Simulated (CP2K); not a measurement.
Here is a CP2K 2026.2 calculation.

Contents of au_charges.inp:

```
&GLOBAL
  PROJECT au_charges
  RUN_TYPE ENERGY_FORCE
  PRINT_LEVEL LOW
&END GLOBAL
&FORCE_EVAL
  METHOD QS
  STRESS_TENSOR ANALYTICAL
  &DFT
    BASIS_SET_FILE_NAME BASIS_MOLOPT_UZH
    POTENTIAL_FILE_NAME POTENTIAL_UZH
    &MGRID
      CUTOFF 700
      REL_CUTOFF 60
      NGRIDS 5
    &END MGRID
    &QS
      METHOD GPW
      EPS_DEFAULT 1.0E-9
    &END QS
    &KPOINTS
      SCHEME MONKHORST-PACK 11 11 11
      GAMMA_CENTERED T
      SYMMETRY T
      SYMMETRY_BACKEND SPGLIB
    &END KPOINTS
    &SCF
      SCF_GUESS ATOMIC
      EPS_SCF 1.0E-6
      MAX_SCF 100
      ADDED_MOS 11
      CHOLESKY OFF
      EPS_EIGVAL 1.0E-7
      &DIAGONALIZATION ON
        ALGORITHM STANDARD
      &END DIAGONALIZATION
      &MIXING ON
        METHOD BROYDEN_MIXING
        ALPHA 0.4
        BETA 1.5
        NBUFFER 8
      &END MIXING
      &SMEAR ON
        METHOD FERMI_DIRAC
        ELECTRONIC_TEMPERATURE [K] 580.226
      &END SMEAR
    &END SCF
    &XC
      &XC_FUNCTIONAL
        &GGA_X_PBE_SOL
        &END GGA_X_PBE_SOL
        &GGA_C_PBE_SOL
        &END GGA_C_PBE_SOL
      &END XC_FUNCTIONAL
    &END XC
    &PRINT
      &KPOINTS ON
      &END KPOINTS
      &MULLIKEN ON
      &END MULLIKEN
      &MO ON
        ENERGIES T
        OCCUPATION_NUMBERS T
        &EACH
          QS_SCF 0
        &END EACH
        ADD_LAST NUMERIC
      &END MO
      &LOWDIN ON
      &END LOWDIN
      &HIRSHFELD ON
        SHAPE_FUNCTION DENSITY
      &END HIRSHFELD
      &VORONOI ON
        VORONOI_RADII UNITY
      &END VORONOI
      &E_DENSITY_CUBE ON
        STRIDE 2
      &END E_DENSITY_CUBE
      &V_HARTREE_CUBE ON
        STRIDE 2
      &END V_HARTREE_CUBE
      &ELF_CUBE ON
        STRIDE 2
      &END ELF_CUBE
    &END PRINT
  &END DFT
  &SUBSYS
    &CELL
      ABC 2.8779245994 2.8779245994 2.8779245994
      ALPHA_BETA_GAMMA 60.0000000001 60.0000000003 60.0000000004
      PERIODIC XYZ
    &END CELL
    &COORD
      Au  0.0000000000 0.0000000000 0.0000000000
    &END COORD
    &KIND Au
      BASIS_SET TZVP-MOLOPT-PBE-GTH-q11
      POTENTIAL GTH-PBE-q11
    &END KIND
    &PRINT
      &ATOMIC_COORDINATES ON
      &END ATOMIC_COORDINATES
      &CELL ON
      &END CELL
    &END PRINT
  &END SUBSYS
  &PRINT
    &FORCES ON
    &END FORCES
    &STRESS_TENSOR ON
    &END STRESS_TENSOR
  &END PRINT
&END FORCE_EVAL
```

Potentials or basis: POTENTIAL_UZH Au GTH-PBE-q11; TZVP-MOLOPT-PBE-GTH basis.

Run with:

```console
$ OMP_NUM_THREADS=1 cp2k.psmp -i au_charges.inp -o au_charges.out
```

(1) Estimate the band gap on the k mesh.

(2) Predict the pressure.

## Answers

(1) none (metal or under the smearing width).

(2) 8.8 GPa.

Caveat: the potentials were made for another functional, which shifts forces and pressure; the basis of atomic orbitals isn't converged, which shifts pressures, moduli and gaps.
